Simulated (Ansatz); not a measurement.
# Zr5B: the cost of one run

Method: DFT PBEsol, scalar-relativistic, plane waves, PAW, in Ansatz 0.2.0.

1 further run of the same task is left out (set aside as unsound or not needed).

## Step 1: The starting structure

Symmetry: P4mm, No. 99, tetragonal system. Conventional cell: a = 3.521 Å, b = 3.521 Å, c = 24.042 Å, α = 90.00°, β = 90.00°, γ = 90.00°. Zr (site symmetry 4mm) is surrounded by 9 Zr at 3.05 to 3.52 Å. Around Zr (site symmetry 4mm) lie 13 Zr at 3.03 to 3.52 Å. Zr (site symmetry 4mm) is surrounded by 14 Zr at 3.03 to 3.52 Å. Around Zr (site symmetry 4mm) lie 8 Zr at 3.01 to 3.04 Å. Around Zr (site symmetry 4mm) lie 9 Zr at 3.01 to 3.52 Å.

Structure file:

```
Zr
1.0
     3.52105    0.00000    0.00000
     0.00000    3.52105    0.00000
     0.00000    0.00000   24.04211
Zr
5
Direct
  0.50000 0.50000 0.35355
  0.00000 0.00000 0.42677
  0.50000 0.50000 0.49879
  0.00000 0.00000 0.57105
  0.50000 0.50000 0.64132
```

Miller indices refer to the conventional cell of the relaxed bulk, Im-3m (No. 229): a = 3.521 Å, b = 3.521 Å, c = 3.521 Å, α = 90.00°, β = 90.00°, γ = 90.00°.

This (100) slab, 7.0 Å thick as cut, with 17 Å of vacuum; its outer planes are Zr (top) and Zr (bottom), was relaxed beforehand with its lower half held: -20640.3265 eV, work function 3.31 eV.

## Step 2: Start: B, top (Zr)

input.yaml reads:

```yaml
crystal:
  lattice:
    - [3.5210548567, 0.0, 0.0]
    - [0.0, 3.5210548567, 0.0]
    - [0.0, 0.0, 26.0421097133]
  atoms:
    - { symbol: Zr, position: [0.5, 0.5, 0.3263944471] }
    - { symbol: Zr, position: [0.0, 0.0, 0.3939975502] }
    - { symbol: Zr, position: [0.5, 0.5, 0.4604863381] }
    - { symbol: Zr, position: [0.0, 0.0, 0.5271905631] }
    - { symbol: Zr, position: [0.5, 0.5, 0.5920664182] }
    - { symbol: B, position: [0.5, 0.5, 0.6919047197] }
basis:
  ecutwfc: 420
kpoints:
  mp_grid: { grid: [8, 8, 1] }
hamiltonian:
  xc: pbesol
scf:
  occupations: { method: gaussian, width: 0.1 }
output:
  forces: true
  eigenvalues: true
relax:
  adjacent_minimum: "off"
  f_tol: 0.03
  max_steps: 70
  constraints: [{ sites: [0, 1] }]
efield:
  axis: 3
  dipole_correction: true
```

**Question.** How long does this run take on 1 thread of an x86-64 CPU, shared host, and how much memory does it need?

About 35 s, with a peak of 0.56 GiB.
